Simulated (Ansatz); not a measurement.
# Te2Mo (2H (MoS2) bulk type): independent-particle optics, part 2 of 3

Aim: the dielectric function of Te2Mo (2H (MoS2) bulk type) in the independent-particle picture, and how it depends on the functional and on the gap. Plan: HSE06 for the gap; optics with PBE on 6×6×2; optics with r2SCAN on 6×6×2; optics with PBE and scissors to the HSE06 gap on 6×6×2.

Ansatz 0.2.0; plane waves, PAW; no local fields, no excitons; no spin polarisation; no spin-orbit coupling unless a run is so named. Earlier steps stand in the parts before.

**4. Optics, r2SCAN**

input.yaml reads:

```yaml
crystal:
  lattice:
    - [3.5421311219, 0.0, 0.0]
    - [-1.771065561, 3.0675755351, 0.0]
    - [0.0, 0.0, 14.176671853]
  atoms:
    - { symbol: Mo, position: [0.3333333333, 0.6666666667, 0.25] }
    - { symbol: Mo, position: [0.6666666667, 0.3333333333, 0.75] }
    - { symbol: Te, position: [0.6666666667, 0.3333333333, 0.3765845064] }
    - { symbol: Te, position: [0.6666666667, 0.3333333333, 0.1234154936] }
    - { symbol: Te, position: [0.3333333333, 0.6666666667, 0.8765845064] }
    - { symbol: Te, position: [0.3333333333, 0.6666666667, 0.6234154936] }
kpoints:
  mp_grid: { grid: [6, 6, 2] }
hamiltonian:
  xc: r2scan
scf:
  occupations: { method: fixed }
output:
  optics:
    e_range: [0, 12]
    de: 0.05
    sigma: 0.1
    bands: { spectra_wanted_up_to: 12 }
```

Launch:

```
$ ansatz run input.yaml --threads 4 --pin off --max-ram 5529MiB --backend cpu --events-out ev --progress --plain --runs-dir out
```

The program printed:

```text
Warning: RAYON_NUM_THREADS=4 ignored (pool sized by the plan → 4); use --threads N
Engine: ansatz 0.2.0, aarch64-unknown-linux-gnu
Pseudopotentials: kind: paw
Pseudopotential: Mo, paw, valence charge 14, recommended cutoff 500 eV (meta_gga), Mo.paw.azcp
Pseudopotential: Te, paw, valence charge 16, recommended cutoff 500 eV (meta_gga), Te.paw.azcp
Functional definition: r2SCAN
  parameter k0 = 0.174
  parameter k1 = 0.065
  parameter a1 = 4.9479
  exchange = r2scan_x(k0 = k0, k1 = k1, a1 = a1)
  correlation = r2scan_c
Crystal: 6 atoms, lattice volume = 154.040 Å³
Basis set: ecut = 500 eV, 3939 PW (Γ), exchange–correlation on 108×108×432 points (64 copies of the dense FFT grid, shifted against one another)
Bands: 56, of which v1, the nominal top of the filled ones, is band 46 counted from 1 (45 counted from 0)
Symmetry: 24 space group operations
Space group: P63/mmc (ITA 194), of the structure as read, at distance tolerance 5.4e-5 Å
k-points: 14 of 72
Non-local potential: Mo, projectors of the file, l = 0: 3, l = 1: 2, l = 2: 2, l = 3: 1
Non-local potential: Te, projectors of the file, l = 0: 2, l = 1: 2, l = 2: 2, l = 3: 2
PAW form: soft (Blöchl's): semilocal exchange-correlation on the pseudo side does not see the compensation charge
PAW frozen core: Mo, regenerated for the run's functional (the file was generated under x = pbe(κ = 0.804, μ = 0.2195149727645171), c = pbe(β = 0.06672455060314922))
PAW frozen core: Te, regenerated for the run's functional (the file was generated under x = pbe(κ = 0.804, μ = 0.2195149727645171), c = pbe(β = 0.06672455060314922))
PAW one-centre angular grid: Mo, 590 points (default); XC on 160 Gauss nodes
PAW one-centre angular grid: Te, 590 points (default); XC on 160 Gauss nodes
Initial density: superposition of atomic densities (neutral atoms: chi_scale 0, normalization atom), corrected by the library's trained network
Initial wavefunctions: pseudopotential atomic-orbital guess
Functional: x = r2scan, c = r2scan; τ floored in thin density (d = 2e-4 eV/Å³)
SCF iter   1: F=—  HF=-37916.210017 eV  |F-HF|=—  |Δ(HF+E_count)|=         —  Δρ=8.32e-3  dr2=2.00e-1  dr2_τ=3.91e-2  ethr=1.77e-3  ⟨swp⟩=5.0  Hψ=2467  notcnv=0  defer=91
preconditioner: auto → Resta (q_TF=auto, 2.504 Å⁻¹)  ε∞=6.2  [insulator: Δε(μ)=0.985 eV  Ē_g=7.868 eV  n_scr=52 (ndim 8)  ℏωp=18.0 eV  f_vac=0.026  ε∞_Penn≈6.2]
SCF iter   2: F=—  HF=-37916.268584 eV  |F-HF|=—  |Δ(HF+E_count)|=   5.86e-2  Δρ=4.46e-3  dr2=3.91e-2  dr2_τ=1.11e-2  ethr=2.17e-4  ⟨swp⟩=2.8  Hψ=1180  notcnv=0  defer=108
SCF iter   3: F=—  HF=-37916.269315 eV  |F-HF|=—  |Δ(HF+E_count)|=   7.32e-4  Δρ=2.61e-3  dr2=4.09e-3  dr2_τ=2.64e-4  ethr=4.25e-5  ⟨swp⟩=2.1  Hψ=856  notcnv=0  defer=110
SCF iter   4: F=—  HF=-37916.274584 eV  |F-HF|=—  |Δ(HF+E_count)|=   5.27e-3  Δρ=2.47e-4  dr2=7.55e-5  dr2_τ=6.76e-6  ethr=4.45e-6  ⟨swp⟩=2.6  Hψ=1125  notcnv=0  defer=110
SCF iter   5: F=—  HF=-37916.274649 eV  |F-HF|=—  |Δ(HF+E_count)|=   6.50e-5  Δρ=7.07e-5  dr2=7.08e-6  dr2_τ=2.42e-7  ethr=8.21e-8  ⟨swp⟩=2.6  Hψ=1323  notcnv=0  defer=110
SCF iter   6: F=—  HF=-37916.274749 eV  |F-HF|=—  |Δ(HF+E_count)|=   1.01e-4  Δρ=1.65e-5  dr2=5.67e-7  dr2_τ=1.58e-8  ethr=7.69e-9  ⟨swp⟩=2.0  Hψ=995  notcnv=0  defer=77
SCF iter   7: F=—  HF=-37916.274750 eV  |F-HF|=—  |Δ(HF+E_count)|=   6.34e-7  Δρ=4.13e-6  dr2=2.32e-8  dr2_τ=1.50e-9  ethr=6.16e-10  ⟨swp⟩=2.0  Hψ=995  notcnv=0  defer=77
SCF iter   8: F=—  HF=-37916.274750 eV  |F-HF|=—  |Δ(HF+E_count)|=   3.16e-8  Δρ=1.01e-6  dr2=1.54e-9  dr2_τ=1.03e-10  ethr=2.52e-11  ⟨swp⟩=2.8  Hψ=1603  notcnv=0  defer=77
SCF iter   9: F=—  HF=-37916.274750 eV  |F-HF|=—  |Δ(HF+E_count)|=  9.09e-10  Δρ=2.82e-7  dr2=1.13e-10  dr2_τ=4.07e-12  ethr=1.68e-12  ⟨swp⟩=2.0  Hψ=1359  notcnv=0  defer=77
SCF iter  10: F=—  HF=-37916.274750 eV  |F-HF|=—  |Δ(HF+E_count)|=  7.28e-11  Δρ=6.44e-8  dr2=1.11e-11  dr2_τ=2.62e-13  ethr=1.00e-12  ⟨swp⟩=12.1  Hψ=3097  notcnv=0
SCF iter  11: F=-37916.274750 eV  HF=-37916.274750 eV  |F-HF|=7.28e-12  |Δ(HF+E_count)|=  2.18e-11  Δρ=1.36e-8  dr2=3.02e-13  dr2_τ=3.02e-14  ethr=1.00e-12  ⟨swp⟩=2.4  Hψ=1491  notcnv=0
SCF 1 converged in 11 iterations: F = -37916.274750 eV  dr2 = 3.02e-13
NSCF: frozen V_eff on 14 k-points
Optics k sum: 0 of 14 k-points
[...]
output.optics: what the bands over the 91 summed would add to eps1, eps2 and the energy-loss function is held between a lower and an upper bound (8 Lanczos steps). eps1, eps2 and their loss function (loss_summed_bands) are given on every row as the summed bands alone make them. Along an axis, on a row where the two bounds hold the loss function to about 1 % of the greater of itself and 0.5 % of |1/eps|, its cell (loss_completed) is given, with the completed eps1 and eps2 that it is formed of (a cell that is left empty reads nan in the table and null in the record). The two bounds hold it so along every axis on all 241 rows up to 12.000 eV. The run works to bound the rows up to 12.000 eV and no higher ones: a peak of the loss function over that energy may be left empty with no warning. To have the run work for it, set output.optics.bands.spectra_wanted_up_to to a higher energy. perfect_screening_sum, loss_f_sum_n_eff and, beside carriers, perfect_screening_limit are those of loss_summed_bands: over the bounded function the two sums would run over rows that are not all bounded, and lack what the bands left out lay past the top of the energy grid. Bounded is said of the bands left out alone, which are those that the basis at basis.ecutwfc holds: it says nothing of that cutoff, of the k-point mesh, of what the sum inside its cells errs by (eps2_relative_error), of the factors of all_electron_strengths, nor of how far the SCF is converged. The bands left out are taken at the k-points, and what their mean over the points' cells stands off that by is in neither bound: the run's estimate of it, which the test of a row counts in, is 0.18 % of |eps| at the most among the values given; where the mean stood off by over 0.5 % the points' spread read 0.1 to 3 times that
SCF converged after 11 iterations
Free energy (F): -37916.274750 eV
Harris-Foulkes:  -37916.274750 eV  (|F-HF|=7.28e-12)
Internal energy: -37916.274750 eV  (E = F + TS)
E sigma→0 (E₀):  -37916.274750 eV
Fermi energy:    11.884673 eV
--- Per-component energies (eV) ---
  E_band       = -1262.307731
  E_kinetic    = 1605.509327
  E_local      = -7738.563233  (includes V_loc(G=0)·N_el)
  E_nonlocal   = -953.587727
  E_hartree    = 4290.588693
  E_xc         = -818.721309
  E_vxc        = -960.082974  (∫ρ·V_xc dr)
  E_paw        = -25182.348152  (= ΣΔE_a)
  E_vpaw       = -1857.747668  (= ΣTr[D̂ρ^β])
  E_aug_tail   = -0.000156  (compensation charges beyond the density's cutoff)
  E_vtau       = 60.987295  (kinetic-family band-sum trace: ∫τ·v_τ [+ j·A + Jᵃ·Aᵃ] dr)
  E_ewald      = -9119.849207
  E_core_change = 0.697015  (= ΣΔE_core)
  E_smearing   = -0.000000  (= −TS)
  E_closure    = -0.000000  (closes the sum)
  Σ components = -37916.274750   (vs F -37916.274750, Δ=0.00e0)
--- Band table (eV; the first three rows and the last of 14) ---
  k-point 0: bands = ["-50.9114", "-50.9114", "-25.7058", "-25.7058", "-25.7055", "-25.7055", "-25.6872", "-25.6872", "-25.6870", "-25.6870", "-25.6324", "-25.6324", "-25.6312", "-25.6312", "-25.6187", "-25.6187", "-25.6177", "-25.6177", "-25.6050", "-25.6037", "-25.5944", "-25.5931", "-24.3274", "-24.3274", "-24.1893", "-24.1893", "-24.1892", "-24.1892", "-1.5837", "-1.3187", "-0.6290", "-0.2006", "5.8886", "7.0689", "8.8439", "9.9231", "9.9231", "9.9371", "9.9371", "10.7293", "10.7293", "10.7600", "10.7600", "10.9176", "11.3844", "11.8847", "14.8690", "14.8690", "14.9782", "14.9782", "15.1255", "15.1255", "15.3385", "15.3385", "18.0873", "18.5450"]
  k-point 1: bands = ["-50.9114", "-50.9114", "-25.7057", "-25.7057", "-25.7057", "-25.7057", "-25.6871", "-25.6871", "-25.6871", "-25.6871", "-25.6318", "-25.6318", "-25.6318", "-25.6318", "-25.6182", "-25.6182", "-25.6182", "-25.6182", "-25.6044", "-25.6044", "-25.5937", "-25.5937", "-24.3274", "-24.3274", "-24.1893", "-24.1893", "-24.1893", "-24.1893", "-1.4754", "-1.4754", "-0.3932", "-0.3932", "6.3578", "6.3578", "9.8544", "9.8544", "9.9300", "9.9300", "9.9300", "9.9300", "10.7448", "10.7448", "10.7448", "10.7448", "11.7671", "11.7671", "14.9046", "14.9046", "14.9046", "14.9046", "15.2506", "15.2506", "15.2506", "15.2506", "18.4078", "18.4078"]
  k-point 2: bands = ["-50.9091", "-50.9091", "-25.7017", "-25.7014", "-25.6997", "-25.6995", "-25.6941", "-25.6939", "-25.6817", "-25.6816", "-25.6349", "-25.6337", "-25.6336", "-25.6328", "-25.6272", "-25.6262", "-25.6193", "-25.6181", "-25.6025", "-25.6016", "-25.5912", "-25.5901", "-24.3054", "-24.3054", "-24.2263", "-24.2262", "-24.1954", "-24.1954", "-1.1882", "-0.9290", "-0.3429", "0.0528", "6.3073", "7.4520", "8.5829", "9.0957", "9.1612", "9.6562", "10.2210", "10.2532", "10.2569", "10.3040", "10.5706", "10.9510", "11.4512", "11.4942", "13.8222", "14.0941", "14.1048", "14.3356", "14.3798", "14.6577", "15.0705", "15.3451", "18.7326", "19.4731"]
  k-point 13: bands = ["-50.9008", "-50.9008", "-25.7179", "-25.7179", "-25.6880", "-25.6880", "-25.6748", "-25.6748", "-25.6740", "-25.6740", "-25.6549", "-25.6549", "-25.6381", "-25.6381", "-25.6242", "-25.6242", "-25.6241", "-25.6241", "-25.5988", "-25.5988", "-25.5805", "-25.5805", "-24.3139", "-24.3139", "-24.2577", "-24.2577", "-24.2312", "-24.2312", "0.9568", "0.9568", "1.2100", "1.2100", "6.9632", "6.9632", "7.0781", "7.0781", "7.7487", "7.7487", "8.1881", "8.1881", "8.9511", "8.9511", "9.8061", "9.8061", "11.7083", "11.7083", "12.9036", "12.9036", "13.6981", "13.6981", "14.3844", "14.3844", "15.7807", "15.7807", "17.0942", "17.0942"]
```

Run time: 100 s. Hardware: 4 threads of Arm Neoverse V1, shared host; peak memory 1.7 GiB.

From the head of optics.tsv:

```
# eps_inf(xx yy zz) = 18.816153 18.816153 11.854492
# eps_inf_bands = all
# eps_inf_summed_bands(xx yy zz) = 18.690676 18.690676 11.733788
# eps_inf_completed(xx yy zz) = 18.816153 18.816153 11.854492
# eps2_relative_error = 0.0014
# eps_inf_relative_error = 0.0039
# f_sum_n_eff(xx yy zz) = 52.924307 52.924307 53.480333 of n_electrons = 92.000000
# n_bands = 91
# n_bands_set_by = photon_energy
# valid_up_to_ev = 18.222347
# least_direct_gap_ev = 1.081869e0 at k(fractional) = 0.333333 0.333333 0.000000, k_point = 12, channel = 0, bands = 45 46 (counted from 0)
```

The dielectric function from optics.tsv (yy equals xx), one row in 15 (narrow peaks fall between the rows):

```
E (eV)  ε₂ xx  ε₂ zz  ε₁ xx  ε₁ zz
  0.80   0.00   0.00  21.40  12.31
  1.55  11.83   0.72  26.49  15.25
  2.30  16.65   8.88  16.90  12.03
  3.05  18.79   6.31   4.22  14.57
  3.80  17.46   9.95   2.80  16.92
  4.55  11.95  15.43  -0.53  -0.48
  5.30  10.42   9.16  -6.10  -4.83
  6.05   3.91   6.16  -4.65   2.10
  6.80   2.74  10.02  -1.73   0.03
  7.55   2.27   8.36   0.82  -0.47
  8.30   4.82   6.44   2.61  -3.22
  9.05   7.02   7.72  -0.45  -1.23
  9.80   4.79   5.58  -2.41  -3.94
 10.55   3.01   2.16  -2.82  -3.36
 11.30   2.41   2.00  -1.54  -1.86
```

Tallest peaks of ε₂ (mean of the periodic axes): 17.4 at 2.75 eV, 17.0 at 3.50 eV, 18.8 at 4.20 eV.

(Part 2 of 3 ends here.)
